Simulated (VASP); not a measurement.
# Ag (Fm-3m) in VASP: notebook

One crystal, Ag, is run at these levels: PBE, PBE+D3(BJ); tasks: relaxation of cell and atoms.

All numbers are computed with VASP 6.6.1; they aren't measurements. Logs are shortened: lines on timing, memory, paths and dates and some standing lists are left out, and cuts for length are marked.

## (1) Starting point

The structure is cubic, space group Fm-3m (No. 225). Conventional cell: a = 4.085 Å, b = 4.085 Å, c = 4.085 Å, α = 90.00°, β = 90.00°, γ = 90.00°. Ag (site symmetry m-3m) has 12 Ag at 2.89 Å as nearest neighbours.

## (2) Relaxation of cell and atoms, PBE

INCAR

```
  ALGO = Normal
  EDIFF = 1E-6
  EDIFFG = -0.01
  ENCUT = 300
  GGA = PE
  IBRION = 2
  ISIF = 3
  ISMEAR = 1
  LASPH = T
  LCHARG = F
  LREAL = F
  LWAVE = F
  NELM = 80
  NSW = 90
  PREC = Accurate
  SIGMA = 0.1
```

KPOINTS

```
k-points
0
Gamma
  8 8 8
```

POSCAR

```
Ag
1.0
    0.0000000000      2.0427500000      2.0427500000
    2.0427500000      0.0000000000      2.0427500000
    2.0427500000      2.0427500000      0.0000000000
Ag
1
Direct
    0.0000000000      0.0000000000      0.0000000000
```

Potentials or basis: VASP PAW PBE potentials, release 64 (Ag).

Command:

```bash
$ cat potpaw_PBE.64/Ag/POTCAR > POTCAR
$ mpirun -np 1 vasp_std > vasp.out
```

OUTCAR:

```text
EDIFF = 1E-6
   EDIFFG = -0.01
   ENCUT = 300
   GGA = PE
   IBRION = 2
   ISIF = 3
   ISMEAR = 1
   LASPH = T
   LREAL = F
   NELM = 80
   NSW = 90
   PREC = Accurate

 ion  position               nearest neighbor table
   1  0.000  0.000  0.000-

  LATTYP: Found a face centered cubic cell.
 ALAT       =     4.0855000000

  Lattice vectors:

 A1 = (   0.0000000000,   2.0427500000,   2.0427500000)
 A2 = (   2.0427500000,   0.0000000000,   2.0427500000)
 A3 = (   2.0427500000,   2.0427500000,   0.0000000000)

Analysis of symmetry for initial positions (statically):
=====================================================================
 Subroutine PRICEL returns:
 Original cell was already a primitive cell.

 Routine SETGRP: Setting up the symmetry group for a
 face centered cubic supercell.

 Subroutine GETGRP returns: Found 48 space group operations
 (whereof 48 operations were pure point group operations)
 out of a pool of 48 trial point group operations.

The static configuration has the point symmetry O_h .

Analysis of symmetry for dynamics (positions and initial velocities):
=====================================================================
 Subroutine PRICEL returns:
 Original cell was already a primitive cell.

 Routine SETGRP: Setting up the symmetry group for a
 face centered cubic supercell.

 Subroutine GETGRP returns: Found 48 space group operations
 (whereof 48 operations were pure point group operations)
 out of a pool of 48 trial point group operations.

The dynamic configuration has the point symmetry O_h .

 Subroutine INISYM returns: Found 48 space group operations
 (whereof 48 operations are pure point group operations),
 and found     1 'primitive' translations

----------------------------------------------------------------------------------------

                                     Primitive cell

  volume of cell :      17.0481

  direct lattice vectors                    reciprocal lattice vectors
     0.000000000  2.042750000  2.042750000    -0.244768082  0.244768082  0.244768082
     2.042750000  0.000000000  2.042750000     0.244768082 -0.244768082  0.244768082
     2.042750000  2.042750000  0.000000000     0.244768082  0.244768082 -0.244768082

  length of vectors
     2.888884755  2.888884755  2.888884755     0.423950755  0.423950755  0.423950755

  position of ions in fractional coordinates (direct lattice)
     0.000000000  0.000000000  0.000000000

  ion indices of the primitive-cell ions
   primitive index   ion index
                 1           1

----------------------------------------------------------------------------------------

 KPOINTS: k-points

Automatic generation of k-mesh.
 Grid dimensions read from file:
 generate k-points for:    8    8    8

 Generating k-lattice:

  Cartesian coordinates                     Fractional coordinates (reciprocal lattice)
    -0.030596010  0.030596010  0.030596010     0.125000000  0.000000000  0.000000000
     0.030596010 -0.030596010  0.030596010     0.000000000  0.125000000  0.000000000
     0.030596010  0.030596010 -0.030596010     0.000000000  0.000000000  0.125000000

  Length of vectors
     0.052993844  0.052993844  0.052993844

  Shift w.r.t. Gamma in fractional coordinates (k-lattice)
     0.000000000  0.000000000  0.000000000

 Subroutine IBZKPT returns following result:
 ===========================================

 Found     29 irreducible k-points:

 Following reciprocal coordinates:
            Coordinates               Weight
  0.000000  0.000000  0.000000      1.000000
  0.125000  0.000000  0.000000      8.000000
  0.250000  0.000000  0.000000      8.000000
  0.375000  0.000000  0.000000      8.000000
  0.500000  0.000000  0.000000      4.000000
  0.125000  0.125000  0.000000      6.000000
[... 16 lines left out ...]
  0.500000  0.250000  0.125000     48.000000
 -0.375000  0.250000  0.125000     24.000000
 [... further k-points ...]
   k-points           NKPTS =     29   k-points in BZ     NKDIM =     29   number of bands    NBANDS=      9
   number of dos      NEDOS =    301   number of ions     NIONS =      1
   total plane-waves  NPLWV =   4096
   dimension x,y,z NGX =    16 NGY =   16 NGZ =   16
   dimension x,y,z NGXF=    32 NGYF=   32 NGZF=   32
   ions per type =               1
   NGX,Y,Z   is equivalent  to a cutoff of   9.21,  9.21,  9.21 a.u.
   NGXF,Y,Z  is equivalent  to a cutoff of  18.41, 18.41, 18.41 a.u.
 SYSTEM =  unknown system
   PREC   = accura    normal or accurate (medium, high low for compatibility)
   ISTART =      0    job   : 0-new  1-cont  2-samecut
   ICHARG =      2    charge: 1-file 2-atom 10-const
   ISPIN  =      1    spin polarized calculation?
   LNONCOLLINEAR =      F non collinear calculations
   LSORBIT =      F    spin-orbit coupling
   LASPH  =      T    aspherical Exc in radial PAW
   ENCUT  =  300.0 eV  22.05 Ry    4.70 a.u.   4.08  4.08  4.08*2*pi/ulx,y,z
   NELM   =     80;   NELMIN=  2; NELMDL= -5     # of ELM steps
   EDIFF  = 0.1E-05   stopping-criterion for ELM
   LREAL  =      F    real-space projection
   EDIFFG = -.1E-01   stopping-criterion for IOM
   NSW    =     90    number of steps for IOM
   IBRION =      2    ionic relax: 0-MD 1-quasi-New 2-CG
   NFREE  =      1    steps in history (QN), initial steepest desc. (CG)
   ISIF   =      3    stress and relaxation
   ISYM   =      2    0-nonsym 1-usesym 2-fastsym
   POTIM  = 0.5000    time-step for ionic-motion
   TEBEG  =    0.0;   TEEND  =   0.0 temperature during run
   PSTRESS=    0.0 pullay stress
   NELECT =      11.0000    total number of electrons
   NUPDOWN=      -1.0000    fix difference up-down
   EMIN   =  10.00;   EMAX   =-10.00  energy-range for DOS
   EFERMI =   0.00;   METHOD = LEGACY
   ISMEAR =     1;   SIGMA  =   0.10  broadening in eV -4-tet -1-fermi 0-gaus
   EFERMI_NEDOS =   21; number of points for ismear=-14 and -15
   IALGO  =     38    algorithm
   IMIX   =      4    mixing-type and parameters
     AMIX     =   0.40;   BMIX     =  1.00
     AMIX_MAG =   1.60;   BMIX_MAG =  1.00
  volume/ion in A,a.u.               =      17.05       115.05
  Fermi-wavevector in a.u.,A,eV,Ry     =   1.414644  2.673290 27.228221  2.001218
  Thomas-Fermi vector in A             =   2.536165
   LORBIT       =      0    0 simple, 1 ext, 2 COOP (PROOUT), +10 PAW based schemes
   GGA     = PE    functional components
   LHFCALC =     F    Hartree Fock is set to
   AEXX    =    0.0000 exact exchange contribution
   IVDW    =     0    specifies the selected vdW correction
   LEPSILON=     F    determine dielectric tensor
   LRPA    =     F    only Hartree local field effects (RPA)
 conjugate gradient relaxation of ions
 non-spin polarized calculation
 Methfessel and Paxton  Order N= 1 SIGMA  =   0.10
  energy-cutoff  :      300.00
  volume of cell :       17.05
 maximum number of plane-waves:       210
   NGX =  9   NGY =  9   NGZ =  9

--------------------------------------- Ionic step        1  -------------------------------------------

 number of electron      11.0000016 magnetization

 Free energy of the ion-electron system (eV)
  ---------------------------------------------------
  ext. energy  EPLUGINS =         0.00000000
  ---------------------------------------------------
  free energy    TOTEN  =        -2.68439520 eV

  energy without entropy =       -2.68326663  energy(sigma->0) =       -2.68401901

------------------------ aborting loop because EDIFF is reached ----------------------------------------

  FORCE on cell =-STRESS in cart. coord.  units (eV):
  Direction    XX          YY          ZZ          XY          YZ          ZX
  --------------------------------------------------------------------------------------
  -------------------------------------------------------------------------------------
  Total        0.5329435      0.5329435      0.5329435      0.0000000      0.0000000     -0.0000000
  in kB       50.0859721     50.0859721     50.0859721      0.0000000      0.0000000     -0.0000000
  external PRESSURE =      50.0859721 kB  Pullay stress =       0.0000000 kB

 VOLUME and BASIS-vectors are now :
 -----------------------------------------------------------------------------
  energy-cutoff  :      300.00
  volume of cell :       17.05
      direct lattice vectors                 reciprocal lattice vectors
     0.000000000  2.042750000  2.042750000    -0.244768082  0.244768082  0.244768082
     2.042750000  0.000000000  2.042750000     0.244768082 -0.244768082  0.244768082
     2.042750000  2.042750000  0.000000000     0.244768082  0.244768082 -0.244768082
[... 36 lines left out ...]
 POSITION                                       TOTAL-FORCE (eV/Angst)
 -----------------------------------------------------------------------------------
      0.00000      2.09527      2.09527         0.000000      0.000000     -0.000000
 -----------------------------------------------------------------------------------
    total drift:                               -0.000000     -0.000000      0.000000

  FREE ENERGIE OF THE ION-ELECTRON SYSTEM (eV)
  ---------------------------------------------------
  free  energy   TOTEN  =        -2.6948090248 eV

  energy  without entropy=       -2.6942891749  energy(sigma->0) =       -2.69463574

--------------------------------------- Ionic step        3  -------------------------------------------

 number of electron      11.0000004 magnetization

 Free energy of the ion-electron system (eV)
  ---------------------------------------------------
  ext. energy  EPLUGINS =         0.00000000
  ---------------------------------------------------
  free energy    TOTEN  =        -2.69739251 eV

  energy without entropy =       -2.69632781  energy(sigma->0) =       -2.69703761

 E-fermi :   7.5027     XC(G=0): -11.9059

 val. band max:        7.4797831935   @ k =   0.5000   0.0000   0.0000
 cond. band min:       7.9435006797   @ k =   0.5000   0.3750   0.1250
 fundamental gap:      0.4637174862
 Fermi energy:         7.5027281830

 k-point     1 :       0.0000    0.0000    0.0000
  band No.  band energies     occupation
      1       0.3386      2.00000
      2       3.1342      2.00000
      3       3.1342      2.00000
      4       3.1342      2.00000
      5       4.0797      2.00000
      6       4.0797      2.00000
      7      23.6514      0.00000
      8      26.9216      0.00000
      9      26.9216      0.00000

 k-point     2 :       0.1250    0.0000    0.0000
  band No.  band energies     occupation
      1       0.7910      2.00000
      2       3.0561      2.00000
      3       3.2428      2.00000
      4       3.2428      2.00000
      5       4.0493      2.00000
      6       4.0493      2.00000
      7      22.9718      0.00000
      8      24.6215      0.00000
      9      27.0036      0.00000
[... 253 lines left out ...]
 k-point    24 :      -0.3750    0.2500    0.1250
  band No.  band energies     occupation
      1       2.2850      2.00000
      2       2.7296      2.00000
      3       3.5494      2.00000
      4       3.6887      2.00000
      5       4.7401      2.00000
      6       9.9873      0.00000
      7      11.4471      0.00000
      8      19.7120      0.00000
      9      19.9782      0.00000

 [... further k-points ...]

------------------------ aborting loop because EDIFF is reached ----------------------------------------

  FORCE on cell =-STRESS in cart. coord.  units (eV):
  Direction    XX          YY          ZZ          XY          YZ          ZX
  --------------------------------------------------------------------------------------
  -------------------------------------------------------------------------------------
  Total        0.0044833      0.0044833      0.0044833      0.0000000      0.0000000      0.0000000
  in kB        0.4002927      0.4002927      0.4002927      0.0000000      0.0000000      0.0000000
  external PRESSURE =       0.4002927 kB  Pullay stress =       0.0000000 kB

 VOLUME and BASIS-vectors are now :
 -----------------------------------------------------------------------------
  energy-cutoff  :      300.00
  volume of cell :       17.94
      direct lattice vectors                 reciprocal lattice vectors
     0.000000000  2.077945617  2.077945617    -0.240622274  0.240622274  0.240622274
     2.077945617 -0.000000000  2.077945617     0.240622274 -0.240622274  0.240622274
     2.077945617  2.077945617 -0.000000000     0.240622274  0.240622274 -0.240622274

 POSITION                                       TOTAL-FORCE (eV/Angst)
 -----------------------------------------------------------------------------------
      0.00000      0.00000      0.00000         0.000000      0.000000     -0.000000
 -----------------------------------------------------------------------------------
    total drift:                                0.000000      0.000000     -0.000000

  FREE ENERGIE OF THE ION-ELECTRON SYSTEM (eV)
  ---------------------------------------------------
  free  energy   TOTEN  =        -2.6973925106 eV

  energy  without entropy=       -2.6963278143  energy(sigma->0) =       -2.69703761

 reached required accuracy - stopping structural energy minimisation
```

Run time: 3.4 s. Hardware: 1 thread of Intel Xeon Platinum 8375C at 2.90GHz (Ice Lake), shared host; peak memory 0.11 GiB.

What came out:

```yaml
Free_energy: -2.6974 eV
Relaxed_volume: 17.94 Å³/atom
Relaxed_cell: a = 2.939 Å, b = 2.939 Å, c = 2.939 Å, α = 60.00°, β = 60.00°, γ = 60.00°
Space_group_after_relaxing_to_0.05_Å: Fm-3m (No. 225)
Energy_gained_by_relaxing: 13.0 meV/atom
Ionic_steps: 3
Pressure_after_relaxing: 0.0 GPa
Band_gap_on_the_k_mesh: none (metal or under the smearing width)
```

Step by step:
| step | energy change (eV) | largest force (eV/Å) | pressure (GPa) | volume (Å³) |
| --- | --- | --- | --- | --- |
| 1 | 0.0000 | 0.0000 | 5.01 | 17.05 |
| 2 | -0.0104 | 0.0000 | -1.80 | 18.40 |
| 3 | -0.0130 | 0.0000 | 0.04 | 17.94 |

Final structure:
```
Ag
1.0
     0.00000    2.07795    2.07795
     2.07795    0.00000    2.07795
     2.07795    2.07795    0.00000
Ag
1
Direct
  0.00000 0.00000 0.00000
```

Caveat: the cutoff is under 1.25 times the usual one of these potentials, so pressure, stress and relaxed cells hold a basis-set (Pulay) error. Zero-point motion and thermal expansion aren't in these numbers.

(Part 1 of 2 ends here.)
